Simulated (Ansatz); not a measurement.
LiI:
```
LiI
1.0
    0.00000     3.00978     3.00978
    3.00978     0.00000     3.00978
    3.00978     3.00978     0.00000
Li I
1 1
Direct
  0.00000   0.00000   0.00000
  0.50000   0.50000   0.50000
```

Relaxed with PBE.

### Question
Give the Bader charges and basin volumes of the independent atoms, the program Ansatz at the PBE level (PAW).

### Answer


```tsv
atom	Bader charge (e)	Bader volume (Å³)
Li1	+0.89	4.5
I2	-0.89	50.0
```

Space group Fm-3m (rock salt). The cell was relaxed with PBE under the symmetry of its start. Scalar-relativistic: spin–orbit coupling is off unless named, which matters more the heavier the elements.

Potentials: the later of the program's two PAW sets.
